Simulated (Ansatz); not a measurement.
Te: computed properties

All numbers below come from Ansatz 0.2.0, DFT PBE, scalar-relativistic, plane waves, PAW.

Settings: cutoff 420 eV, Γ-centred mesh 8×8×6 on the computed 4-atom cell, Gaussian smearing of 0.01 eV; no spin polarisation.

The structure is relaxed at this level of theory with its symmetry kept, and needn't be the ground state of this composition.

Space group P4_122 (No. 91). a = 4.529 Å, b = 4.529 Å, c = 7.310 Å, α = 90.00°, β = 90.00°, γ = 90.00°
```csv
atom,site,symmetry,x,y,z
Te,4b,.2.,0.8325,0.5000,0.2500
```

* Space group: P4_122 (No. 91)
* Volume per atom: 37.48 Å³
* Energy over the standard state (uncorrected): +0.099 eV/atom
* Kohn–Sham band gap: 0.04 eV
* Orbital (Löwdin) character of the top 1 eV of the valence band: Te 5p 96 %
* Orbital (Löwdin) character of the lowest 1 eV of the conduction band: Te 5p 91 %
* Bader charge by site (e): Te (4 in the cell) 0.00

Spin-orbit coupling is left out, which matters for the bands of heavy elements. The cell holds layers, chains or molecules and no dispersion correction was added, so their binding is poorly described.

The cell was found from a structure generator's guess, not taken from experiment. Kohn–Sham gaps at this level usually fall short of measured ones. Löwdin shares on free-atom orbitals overweight diffuse shells in the empty bands.
